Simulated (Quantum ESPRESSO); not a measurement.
Crystal: PtS2.

```
Pt S
1.0
     3.54320    0.00000    0.00000
    -1.77160    3.06850    0.00000
     0.00000    0.00000    5.03880
Pt S
1 2
Direct
  0.00000 0.00000 0.00000
  0.66667 0.33333 0.77300
  0.33333 0.66667 0.22700
```

Base run:

- Program: Quantum ESPRESSO 7.5
- Functional: PBEsol
- Potentials or basis: GBRV 1.5 PBEsol
- Cutoff: 612 eV
- Density cutoff: 4898 eV
- k mesh: 6 × 6 × 4
- Occupations: fermi-dirac, width 0.05 eV
- Spin: no spin polarisation

Its results: band gap on the k mesh 0.90 eV, indirect (least direct gap 1.42 eV); pressure 6.1 GPa; largest force 0.943 eV/Å; electronic dielectric tensor (diagonal) 19.67, 19.67, 9.39.

**Question.** After a change of settings the same cell gave: band gap on the k mesh 1.12 eV, indirect (least direct gap 1.68 eV); pressure 5.9 GPa; largest force 1.040 eV/Å; electronic dielectric tensor (diagonal) 16.89, 16.89, 10.99. Which change was it?
A. k mesh from 6 × 6 × 4 to 12 × 12 × 6
B. k mesh from 6 × 6 × 4 to 8 × 8 × 4
C. k mesh from 6 × 6 × 4 to 10 × 10 × 6
D. k mesh from 6 × 6 × 4 to 4 × 4 × 2

**Answer.** D.

Caveats: some runs use coarse meshes; the cell is more than 3 GPa from zero pressure, which shifts response properties; on a mesh that holds Γ this program's dielectric tensor can be off by some percent beyond the error of the mesh; spin-orbit coupling is left out, which moves the levels of the heavy elements; forces of over 1 eV/Å show positions far from the minimum, so gaps and moduli don't describe the material at rest (some runs).
